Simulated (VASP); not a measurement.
Runs of VASP 6.6.1 on SrCl2. Symmetry: Fm-3m, No. 225, cubic system. The conventional cell has a = 6.977 Å, b = 6.977 Å, c = 6.977 Å, α = 90.00°, β = 90.00°, γ = 90.00°. Sr (site symmetry m-3m) is surrounded by 8 Cl at 3.02 Å. Cl (site symmetry -43m) is surrounded by 4 Sr at 3.02 Å. 

```csv
level,potentials or basis,k mesh,cutoff (eV),gap on the mesh (eV),pressure (GPa),relaxed volume (Å³/atom)
PBE+D3(BJ),"VASP PAW PBE potentials, release 64 (Sr_sv, Cl)",8 × 8 × 8,600,5.36,0.0,(c)
PBE,"VASP PAW PBE potentials, release 64 (Sr_sv, Cl)",4 × 4 × 4,300,(a),0.0,28.89
PBEsol,"VASP PAW PBE potentials, release 64 (Sr_sv, Cl)",8 × 8 × 8,600,5.23,0.0,27.60
PBE,"VASP PAW PBE potentials, release 64 (Sr_sv, Cl)",8 × 8 × 8,600,(b),0.0,29.18
LDA,"VASP PAW LDA potentials, release 64 (Sr_sv, Cl)",8 × 8 × 8,600,5.10,0.0,26.34
```

Alike in all rows: task relaxation of cell and atoms; no spin polarisation; cell relaxed; smearing gaussian 0.03 eV.

Task: Estimate the missing entries.

Result: (a) 5.25; (b) 5.22; (c) 28.17.

Caveats: the cutoff is under 1.25 times the usual one of these potentials, so pressure, stress and relaxed cells hold a basis-set (Pulay) error (some runs); the PAW data sets were made with another functional, which shifts forces and pressure a little (some runs).

A k mesh can miss the band edges, and the runs leave out spin-orbit coupling on Sr.

Not every run made on this cell is shown here.
